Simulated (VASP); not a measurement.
Write the native input for VASP 6.6.1 that does the following.

- Task: single point
- Functional: PBE
- Potentials or basis: VASP PAW PBE potentials, release 64 (In_d)
- Cutoff: 520 eV
- k mesh: 12 × 12 × 4
- Occupations: gaussian, width 0.1 eV
- Spin: no spin polarisation
- Dipole correction: no
- Further INCAR settings: ALGO = Fast; EDIFF = 1e-07; NBANDS = 48

The structure of In lies in POSCAR:

```
In
1.0
    5.6319326106      0.0000000000      0.0000000000
   -2.8159663053      4.8773967132      0.0000000000
    0.0000000000      0.0000000000      6.2307771810
In
6
Direct
    0.0000000000      0.0000000000      0.5000000000
    0.0000000000      0.0000000000      0.0000000000
    0.6666666667      0.3333333333      0.5000166221
    0.3333333333      0.6666666667      0.4999833779
    0.3333333333      0.6666666667      1.0000166221
    0.6666666667      0.3333333333     -0.0000166221
```

The cell was built by a generator and needn't be a form met in nature.

One way to write it, as run:

INCAR

```
SYSTEM = In
  PREC = Accurate
  ENCUT = 520
  EDIFF = 1E-7
  ISMEAR = 0
  SIGMA = 0.1
  LREAL = .False.
  LASPH = .True.
  NELM = 100
  ALGO = Fast
  ISIF = 2
  LWAVE = .False.
  LCHARG = .True.
  GGA = PE
  LELF = .True.
  LVHAR = .True.
  NBANDS = 48
```

KPOINTS

```
regular mesh
0
Gamma
  12 12 4
  0 0 0
```

Potentials or basis: VASP PAW PBE potentials, release 64 (In_d).

Launch:

```sh
$ cat potpaw_PBE.64/In_d/POTCAR > POTCAR
$ mpirun -np 1 vasp_std > vasp.out
```

It gave:

```json
{
 "Pressure": "0.0 GPa",
 "Band gap on the k mesh": "none (metal or under the smearing width)"
}
```

Wall time 6.9 min on 1 thread of AMD EPYC 9R45 (Zen 5), with other jobs on the host, peak memory 0.44 GiB.
